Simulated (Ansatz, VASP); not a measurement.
Mo in VASP and in Ansatz

```
Mo
1.0
    -1.58381    1.58381    1.58381
     1.58381   -1.58381    1.58381
     1.58381    1.58381   -1.58381
Mo
1
Cartesian
  0.0000 0.0000 0.0000
```

Alike in both runs: task single point; functional PBE; k mesh 12 × 12 × 12; occupations fermi-dirac, width 0.05 eV; no spin polarisation.

|  | VASP | Ansatz |
| --- | --- | --- |
| version | VASP 6.6.1 | Ansatz 0.2.0 |
| potentials or method | VASP PAW PBE potentials, release 64 (Mo_sv) | Ansatz PAW soft_1 |
| plane-wave cutoff (eV) | 520 | 420 |
| valence electrons in the cell | 14 | 14 |

```tsv
	VASP	Ansatz	Ansatz less VASP
gap on the k mesh at the Fermi level (eV)	none	none	-
pressure (GPa)	-1.3	-1.8	-0.50
```

A gap of «none» marks a metal or a gap that the smearing closes. With one functional, cell and mesh, what is left measures potentials, basis and numerics.
